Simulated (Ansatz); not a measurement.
Molecular dynamics on a 2×2×2 supercell (16 atoms) of InP (F-43m), relaxed with r2SCAN. Forces come from PBE in the PAW code Ansatz: Langevin thermostat and barostat (NPT), 300 K, steps of 1 fs. Classical nuclei, no spin polarisation; a few dozen steps show the first response, not equilibrium.

```yaml
crystal:
  lattice:
    - [0.0, 5.907626687, 5.907626687]
    - [5.907626687, 0.0, 5.907626687]
    - [5.907626687, 5.907626687, 0.0]
  atoms:
    - { symbol: In, position: [0.0, 0.0, 0.0] }
    - { symbol: P, position: [0.125, 0.125, 0.125] }
    - { symbol: In, position: [0.0, 0.0, 0.5] }
    - { symbol: P, position: [0.125, 0.125, 0.625] }
    - { symbol: In, position: [0.0, 0.5, 0.0] }
    - { symbol: P, position: [0.125, 0.625, 0.125] }
    - { symbol: In, position: [0.0, 0.5, 0.5] }
    - { symbol: P, position: [0.125, 0.625, 0.625] }
    - { symbol: In, position: [0.5, 0.0, 0.0] }
    - { symbol: P, position: [0.625, 0.125, 0.125] }
    - { symbol: In, position: [0.5, 0.0, 0.5] }
    - { symbol: P, position: [0.625, 0.125, 0.625] }
    - { symbol: In, position: [0.5, 0.5, 0.0] }
    - { symbol: P, position: [0.625, 0.625, 0.125] }
    - { symbol: In, position: [0.5, 0.5, 0.5] }
    - { symbol: P, position: [0.625, 0.625, 0.625] }
kpoints:
  mp_grid: { grid: [2, 2, 2] }
hamiltonian:
  xc: pbe
scf:
  occupations: { method: fermi_dirac, width: 0.026 }
md:
  ensemble: npt_langevin
  temperature: 300
  timestep: 1.0
  n_steps: 40
  initial_velocities: maxwell_boltzmann
  seed: 1027
```

Run as `ansatz run input.yaml --threads 4 --pin off --max-ram 3686MiB --backend cpu --events-out ev --progress --plain --runs-dir out`. It took 2.9 min on 4 threads of Arm Neoverse V1, with other jobs on the host, load about 1.1 per core; peak host memory 1.5 GiB.

Problem. How do temperature and energy develop?

Solution. The temperature starts at 281 K, is lowest at step 23 (121 K, 23 fs) and ends at 207 K. The thermostat hasn't had time to restore it. The atoms start on their lattice sites with kinetic energy alone, so much of it first passes into potential energy.

| step | t (fs) | T (K) | free energy F from step 0 (meV/atom) | kinetic energy (meV/atom) | pressure (GPa) | volume (Å³/atom) | largest force (eV/Å) |
| --- | --- | --- | --- | --- | --- | --- | --- |
| 0 | 0 | 281 | 0.0 | 36.4 | 1.97 | 25.77 | 0.00 |
| 1 | 1 | 282 | 0.1 | 36.4 | 1.96 | 25.77 | 0.10 |
| 2 | 2 | 270 | 0.2 | 35.0 | 1.93 | 25.79 | 0.20 |
| 3 | 3 | 274 | 0.2 | 35.5 | 1.86 | 25.81 | 0.29 |
| 4 | 4 | 269 | 0.3 | 34.8 | 1.75 | 25.86 | 0.39 |
| 5 | 5 | 266 | 0.5 | 34.4 | 1.62 | 25.91 | 0.49 |
| 6 | 6 | 274 | 0.8 | 35.4 | 1.50 | 25.96 | 0.59 |
| 7 | 7 | 257 | 1.2 | 33.2 | 1.35 | 26.02 | 0.68 |
| 8 | 8 | 244 | 1.8 | 31.5 | 1.21 | 26.08 | 0.77 |
| 9 | 9 | 223 | 2.4 | 28.9 | 1.04 | 26.15 | 0.86 |
| 10 | 10 | 230 | 3.1 | 29.8 | 0.88 | 26.22 | 0.95 |
| 11 | 11 | 232 | 4.0 | 30.0 | 0.71 | 26.30 | 1.03 |
| 12 | 12 | 219 | 5.0 | 28.3 | 0.53 | 26.38 | 1.11 |
| 13 | 13 | 218 | 6.0 | 28.1 | 0.36 | 26.45 | 1.17 |
| 14 | 14 | 206 | 7.2 | 26.6 | 0.19 | 26.53 | 1.23 |
| 15 | 15 | 193 | 8.3 | 24.9 | 0.02 | 26.61 | 1.28 |
| 16 | 16 | 181 | 9.5 | 23.3 | -0.13 | 26.68 | 1.32 |
| 17 | 17 | 170 | 10.7 | 22.0 | -0.27 | 26.75 | 1.35 |
| 18 | 18 | 162 | 12.0 | 21.0 | -0.41 | 26.81 | 1.38 |
| 19 | 19 | 147 | 13.2 | 18.9 | -0.55 | 26.88 | 1.41 |
| 20 | 20 | 138 | 14.4 | 17.8 | -0.69 | 26.95 | 1.43 |
| 21 | 21 | 140 | 15.6 | 18.1 | -0.82 | 27.02 | 1.44 |
| 22 | 22 | 131 | 16.5 | 17.0 | -0.95 | 27.08 | 1.44 |
| 23 | 23 | 121 | 17.5 | 15.6 | -1.09 | 27.15 | 1.42 |
| 24 | 24 | 126 | 18.5 | 16.3 | -1.21 | 27.22 | 1.41 |
| 25 | 25 | 139 | 19.3 | 18.0 | -1.32 | 27.28 | 1.38 |
| 26 | 26 | 137 | 20.1 | 17.7 | -1.43 | 27.34 | 1.35 |
| 27 | 27 | 125 | 20.8 | 16.2 | -1.54 | 27.40 | 1.32 |
| 28 | 28 | 133 | 21.3 | 17.2 | -1.63 | 27.45 | 1.28 |
| 29 | 29 | 137 | 21.6 | 17.7 | -1.69 | 27.48 | 1.24 |
| 30 | 30 | 138 | 21.8 | 17.9 | -1.74 | 27.51 | 1.20 |
| 31 | 31 | 127 | 21.8 | 16.4 | -1.77 | 27.52 | 1.15 |
| 32 | 32 | 133 | 21.7 | 17.2 | -1.79 | 27.53 | 1.10 |
| 33 | 33 | 148 | 21.4 | 19.1 | -1.77 | 27.52 | 1.05 |
| 34 | 34 | 141 | 21.0 | 18.2 | -1.74 | 27.50 | 1.01 |
| 35 | 35 | 147 | 20.4 | 19.0 | -1.67 | 27.46 | 0.97 |
| 36 | 36 | 153 | 19.7 | 19.8 | -1.58 | 27.41 | 0.92 |
| 37 | 37 | 162 | 18.7 | 20.9 | -1.46 | 27.34 | 0.87 |
| 38 | 38 | 177 | 17.7 | 22.9 | -1.31 | 27.26 | 0.87 |
| 39 | 39 | 190 | 16.7 | 24.6 | -1.16 | 27.18 | 0.87 |
| 40 | 40 | 207 | 15.7 | 26.8 | -1.00 | 27.10 | 0.87 |

Positions (Å) and forces (eV/Å) at step 40:
```
cell (Å): 0.000 6.008 6.008; 6.008 0.000 6.008; 6.008 6.008 0.000
In  -0.008   0.105  -0.006    -0.237  -0.432  -0.264
P    1.473   1.509   1.475     0.327   0.052   0.592
In   3.056   2.912   0.023     0.066   0.435  -0.063
P    4.546   4.537   1.463    -0.334  -0.034   0.143
In   2.974  -0.009   3.050    -0.072  -0.169  -0.347
P    4.494   1.562   4.435    -0.005  -0.395   0.220
In   6.001   3.024   3.003     0.210   0.311  -0.288
P    7.564   4.415   4.520    -0.354   0.466   0.305
In   0.033   2.972   3.091    -0.216   0.407  -0.682
P    1.438   4.501   4.554     0.592   0.319  -0.131
In   2.980   6.048   2.974    -0.286  -0.663  -0.138
P    4.487   7.488   4.422     0.199  -0.230   0.677
In   3.020   2.947   5.982    -0.122   0.647   0.185
P    4.456   4.477   7.560     0.412   0.063  -0.228
In   6.009   6.041   6.030    -0.305  -0.769  -0.273
P    7.478   7.531   7.465     0.125  -0.009   0.293
```
